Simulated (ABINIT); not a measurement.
## NaCl (Fm-3m): G0W0 with ABINIT, start to end

How does a plane-wave GW calculation on NaCl (Fm-3m) run from the first input to the gap?

Calculated with ABINIT 10.8.3; PBE and many-body steps on it, plane waves.

The database entry behind the starting cell differs from later determinations by our own check (an axis about 0.4 % short against later determinations), so it need not match the best structure at ambient conditions.

### 1. The starting structure

The structure is cubic, space group Fm-3m (No. 225). The conventional cell has a = 5.620 Å, b = 5.620 Å, c = 5.620 Å, α = 90.00°, β = 90.00°, γ = 90.00°. Nearest to Na lie 6 Cl at 2.81 Å. Nearest to Cl lie 6 Na at 2.81 Å. Farther neighbours and most contacts between anions are not listed.

Coordinates:

```cif
data_structure
_symmetry_space_group_name_H-M 'P 1'
_symmetry_Int_Tables_number 1
_cell_length_a 3.9739
_cell_length_b 3.9739
_cell_length_c 3.9739
_cell_angle_alpha 60.000
_cell_angle_beta 60.000
_cell_angle_gamma 60.000
_cell_volume 44.38
loop_
_atom_site_label
_atom_site_type_symbol
_atom_site_fract_x
_atom_site_fract_y
_atom_site_fract_z
_atom_site_occupancy
Na1 Na 0.00000 0.00000 0.00000 1
Cl2 Cl 0.50000 0.50000 0.50000 1
```

The cell and positions come from the Crystallography Open Database and are kept as given unless a step says otherwise.

### 2. Ground state

This step: ABINIT 10.8.3; DFT, PBE, plane waves, norm-conserving pseudopotentials.

The ground-state density comes first.

run.abi reads:

```
acell 3*1.0 Angstrom
rprim 
  0.000000000000 2.810000000000 2.810000000000
  2.810000000000 0.000000000000 2.810000000000
  2.810000000000 2.810000000000 0.000000000000
ntypat 2
znucl 11 17
natom 2
typat 1 2
xred 
  0.000000000000 0.000000000000 0.000000000000
  0.500000000000 0.500000000000 0.500000000000
pp_dirpath "pseudos"
pseudos "Na.upf, Cl.upf"
ecut 38
ngkpt 6 6 6
nshiftk 1
shiftk 0 0 0
kptopt 1
chksymbreak 0
nband 13
occopt 1
tolvrs 1e-10
nstep 60
prtwf 0
optforces 0
optstress 0
indata_prefix "in"
outdata_prefix "out"
tmpdata_prefix "tmp"
```

Launch:

```sh
> OMP_NUM_THREADS=1 mpirun -n 8 abinit run.abi > log
```

Numbers of over 12 decimals in the logs are rounded to 6 here.

The program printed:

```text
.Version 10.8.3 of ABINIT. v10.8.2 released Aug 2026.

 Symmetries : space group Fm -3 m (#225); Bravais cF (face-center cubic)
================================================================================
 Values of the parameters that define the memory need of the present run
     intxc =       0    ionmov =       0      iscf =       7    lmnmax =       6
     lnmax =       6     mgfft =      45  mpssoang =       3    mqgrid =    3001
     natom =       2  nloc_mem =       1    nspden =       1   nspinor =       1
    nsppol =       1      nsym =      48    n1xccc =    2501    ntypat =       2
    occopt =       1   xclevel =       2
-    mband =          13        mffmem =           1         mkmem =           2
       mpw =        3377          nfft =       91125          nkpt =          16
================================================================================
  Rough estimation (10% accuracy) of disk space for files :
================================================================================

--------------------------------------------------------------------------------
------------- Echo of variables that govern the present computation ------------
--------------------------------------------------------------------------------
 -outvars: echo values of preprocessed input variables --------
            acell      1.8897261259E+00  1.8897261259E+00  1.8897261259E+00 Bohr

      chksymbreak           0
             ecut      3.80000000E+01 Hartree
-          fftalg         312

              ixc     -101130
              kpt      0.00000000E+00  0.00000000E+00  0.00000000E+00
                       1.66666667E-01  0.00000000E+00  0.00000000E+00
                       3.33333333E-01  0.00000000E+00  0.00000000E+00
                       5.00000000E-01  0.00000000E+00  0.00000000E+00
                       1.66666667E-01  1.66666667E-01  0.00000000E+00
                       3.33333333E-01  1.66666667E-01  0.00000000E+00
                       5.00000000E-01  1.66666667E-01  0.00000000E+00
                      -3.33333333E-01  1.66666667E-01  0.00000000E+00
                      -1.66666667E-01  1.66666667E-01  0.00000000E+00
   [... 5 further rows ...]
                      -3.33333333E-01  3.33333333E-01  1.66666667E-01
                      -3.33333333E-01  5.00000000E-01  1.66666667E-01
         kptrlatt        6    0    0      0    6    0      0    0    6
          kptrlen      4.50579507E+01
P           mkmem           2
            natom           2
            nband          13
            ngfft          45      45      45
             nkpt          16
            nstep          60
             nsym          48
           ntypat           2
              occ      2.000000  2.000000  2.000000  2.000000  2.000000  2.000000
                       2.000000  2.000000  0.000000  0.000000  0.000000  0.000000
                       0.000000
        optforces           0
        optstress           0
            prtwf           0
            rprim      0.0000000000E+00  2.8100000000E+00  2.8100000000E+00
[...]
spgroup         225

           tolvrs      1.00000000E-10

             xred      0.0000000000E+00  0.0000000000E+00  0.0000000000E+00
[...]
znucl       11.00000   17.00000

================================================================================

 chkinp: Checking input parameters for consistency.

================================================================================
== DATASET  1 ==================================================================
-   mpi_nproc: 8, omp_nthreads: 1 (-1 if OMP is not activated)

--- !DatasetInfo
iteration_state: {dtset: 1, }
dimensions: {natom: 2, nkpt: 16, mband: 13, nsppol: 1, nspinor: 1, nspden: 1, mpw: 3377, }
cutoff_energies: {ecut:  38.0, pawecutdg:  -1.0, }
electrons: {nelect:   1.60000000E+01, charge:   0.00000000E+00, occopt:   1.00000000E+00, tsmear:   1.00000000E-02, }

 Real(R)+Recip(G) space primitive vectors, cartesian coordinates (Bohr,Bohr^-1):
 R(1)=  0.0000000  5.3101304  5.3101304  G(1)= -0.0941596  0.0941596  0.0941596
 R(2)=  5.3101304  0.0000000  5.3101304  G(2)=  0.0941596 -0.0941596  0.0941596
 R(3)=  5.3101304  5.3101304  0.0000000  G(3)=  0.0941596  0.0941596 -0.0941596
 Unit cell volume ucvol=  2.9946465E+02 bohr^3
 Angles (23,13,12)=  6.00000000E+01  6.00000000E+01  6.00000000E+01 degrees

 getcut: wavevector=  0.0000  0.0000  0.0000  ngfft=  45  45  45
         ecut(hartree)=     38.000   => boxcut(ratio)=   2.11142

--- Pseudopotential description ------------------------------------------------
- Na Generated using ONCVPSP code by D. R. Hamann
- 11.00000   9.00000  171031                  znucl, zion, pspdat
12 -101130 1 -1 1992                          pspcod,pspxc,lmax,lloc,mmax
     nproj     2     2     0
  pspatm : epsatm=    9.36084378
         --- l  ekb(1:nproj) -->
[...]
pspatm: atomic psp has been read  and splines computed

- Cl Generated using ONCVPSP code by D. R. Hamann
- 17.00000   7.00000  171031                  znucl, zion, pspdat
12 -101130 2 -1 1028                          pspcod,pspxc,lmax,lloc,mmax
     nproj     2     2     2
  pspatm : epsatm=    9.12776517
         --- l  ekb(1:nproj) -->
[...]
2   -2.938609   -0.805455
 pspatm: atomic psp has been read  and splines computed

   2.95817743E+02                                ecore*ucvol(ha*bohr**3)
--------------------------------------------------------------------------------

_setup2: Arith. and geom. avg. npw (full set) are    3353.282    3353.266

================================================================================

--- !BeginCycle
iteration_state: {dtset: 1, }
solver: {iscf: 7, nstep: 60, nline: 4, wfoptalg: 0, }
tolerances: {tolvrs: 1.00E-10, }

     iter   Etot(hartree)      deltaE(h)  residm     vres2
 ETOT  1  -62.210141125567    -6.221E+01 1.442E-01 1.103E+02
 ETOT  2  -62.245036518895    -3.490E-02 1.735E-03 9.286E+00
 ETOT  3  -62.246103774477    -1.067E-03 3.238E-04 4.789E-01
 ETOT  4  -62.246123365857    -1.959E-05 5.804E-05 4.443E-02
 ETOT  5  -62.246124953469    -1.588E-06 3.161E-05 2.052E-03
 ETOT  6  -62.246125381955    -4.285E-07 1.100E-05 3.957E-05
 ETOT  7  -62.246125384850    -2.895E-09 4.661E-05 3.905E-07
 ETOT  8  -62.246125384858    -7.901E-12 2.216E-05 1.135E-08
 ETOT  9  -62.246125384855     2.316E-12 7.450E-05 3.136E-11

 At SCF step    9       vres2   =  3.14E-11 < tolvrs=  1.00E-10 =>converged.

--- !ResultsGS
iteration_state: {dtset: 1, }
comment   : Summary of ground state results
lattice_vectors:
- [  0.0000000,   5.3101304,   5.3101304, ]
- [  5.3101304,   0.0000000,   5.3101304, ]
- [  5.3101304,   5.3101304,   0.0000000, ]
lattice_lengths: [   7.50966,    7.50966,    7.50966, ]
lattice_angles: [ 60.000,  60.000,  60.000, ] # degrees, (23, 13, 12)
lattice_volume:   2.9946465E+02
convergence: {deltae:  2.316E-12, res2:  3.136E-11, residm:  7.450E-05, diffor:  0.000E+00, }
etotal    :  -6.22461254E+01
entropy   :   0.00000000E+00
fermie    :  -1.97941144E-02
cartesian_stress_tensor: null
pressure_GPa: null
xred      :
- [  0.0000E+00,   0.0000E+00,   0.0000E+00, Na]
- [  5.0000E-01,   5.0000E-01,   5.0000E-01, Cl]
cartesian_forces: null
force_length_stats: {min: null, max: null, mean: null, }

 Integrated electronic density in atomic spheres:
 ------------------------------------------------
 Atom  Sphere_radius  Integrated_density
    1        2.00000          7.93502278
    2        2.00000          5.09664831
================================================================================

 ----iterations are completed or convergence reached----

 Mean square residual over all n,k,spin=   35.874E-08; max=  74.497E-06
 reduced coordinates (array xred) for    2 atoms
       0.000000000000      0.000000000000      0.000000000000
       0.500000000000      0.500000000000      0.500000000000
 rms dE/dt=  0.0000E+00; max dE/dt=  0.0000E+00; dE/dt below (all hartree)
    1       0.000000000000      0.000000000000      0.000000000000
    2       0.000000000000      0.000000000000      0.000000000000

 cartesian coordinates (angstrom) at end:
    1      0.000000     0.000000     0.000000
    2      2.810000     2.810000     2.810000
 length scales=  1.889726125908  1.889726125908  1.889726125908 bohr
              =  1.000000000000  1.000000000000  1.000000000000 angstroms
 prteigrs : about to open file out_EIG
 Fermi (or HOMO) energy (hartree) =  -0.01979   Average Vxc (hartree)=  -0.30314
 Eigenvalues (hartree) for nkpt=  16  k points:
 kpt#   1, nband= 13, wtk=  0.00463, kpt=  0.0000  0.0000  0.0000 (reduced coord)
  -1.81703   -0.78519   -0.78519   -0.78519   -0.48579   -0.01979   -0.01979   -0.01979
   0.16946    0.38673    0.38673    0.38673    0.46359
 prteigrs : prtvol=0 or 1, do not print more k-points.

--- !EnergyTerms
iteration_state     : {dtset: 1, }
comment             : Components of total free energy in Hartree
kinetic             :  3.34862313071809E+01
hartree             :  2.06310918540451E+01
xc                  : -1.14207246721135E+01
Ewald energy        : -3.45254426906187E+01
psp_core            :  9.87821926770297E-01
local_psp           : -5.87905077046437E+01
non_local_psp       : -1.26145954054759E+01
total_energy        : -6.22461253848554E+01
total_energy_eV     : -1.69380336016306E+03
band_energy         : -9.59497912475709E+00

== END DATASET(S) ==============================================================
================================================================================

 -outvars: echo values of variables after computation  --------
           etotal     -6.2246125385E+01
            nband          13
             nkpt          16
          spgroup         225
 [... the other variables as echoed above ...]

 Calculation completed.
```

It took 3.5 s on 8 MPI ranks of AMD EPYC 9R45, shared host; peak memory 0.71 GiB; 26 s of CPU time.

This step gave:

* total energy: -1693.8034 eV
* gap: 5.150 eV
* k of the valence top: 0, 0, 0
* k of the conduction bottom: 0, 0, 0
* least direct gap: 5.150 eV

The gap is direct, at Γ.

(Part 1 of 3 ends here.)

[Paths, hosts, dates, memory and timing lines, banners, echoed tables and standing remarks are left out of the program output.]

[Logs are printed without paths, hosts, clocks, repeated set-up lines and the standing remarks that a program may print on its own settings, such as how far it seeks lower states.]

[Runs of the session that timed out or met a known fault of the program may be left out.]

[Hosts, paths, dates, database ids (printed as entryN), source tags and the programs' standing remarks are cut or masked in the printed files.]

[G0W0 gaps are taken among the corrected bands and points alone; a level outside them can change the order at an edge.]

[Where Ansatz stands beside ABINIT at settings called matched, ABINIT's density can come from a denser mesh and the files from another edition; pairs whose starting gaps differed by over 0.03 eV were left out, so agreement reads better than it is.]
